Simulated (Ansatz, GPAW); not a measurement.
**Ta: programs and potentials compared**

```
Ta
1.0
    -1.65128    1.65128    1.65128
     1.65128   -1.65128    1.65128
     1.65128    1.65128   -1.65128
Ta
1
Direct
  0.00000 0.00000 0.00000
```

Alike in all runs: task band structure; functional RPBE; k mesh 11 × 11 × 11; occupations fermi-dirac, width 0.05 eV; no spin polarisation; no spin-orbit coupling. Pressure is positive in compression and, in plane waves, holds the error of the finite cutoff, which Ansatz's Pulay term estimates and takes out.

| program and potentials | plane-wave cutoff (eV) | notes | pressure (GPa) |
| --- | --- | --- | --- |
| Ansatz, Ansatz PAW | 420 | potentials made for PBE, which Ansatz adapts in part; Pulay term of +0.06 GPa included | 6.10 |
| GPAW, the program's PAW data sets (release 1.2.1) made for this functional | 600 | - | 6.61 |
| Ansatz, all-electron LAPW, scalar-relativistic | - | - | 6.05 |

The pressure spans 6.05 (Ansatz, all-electron LAPW, scalar-relativistic) to 6.61 GPa (GPAW, the program's PAW data sets (release 1.2.1) made for this functional), with all-electron results at 6.05. Some sets were made for another functional than the one run, which can shift their rows.

Differences between rows come from potentials, basis sets and numerical settings, since the functional is the same but for its coding. Runs on potential files found faulty are left out.
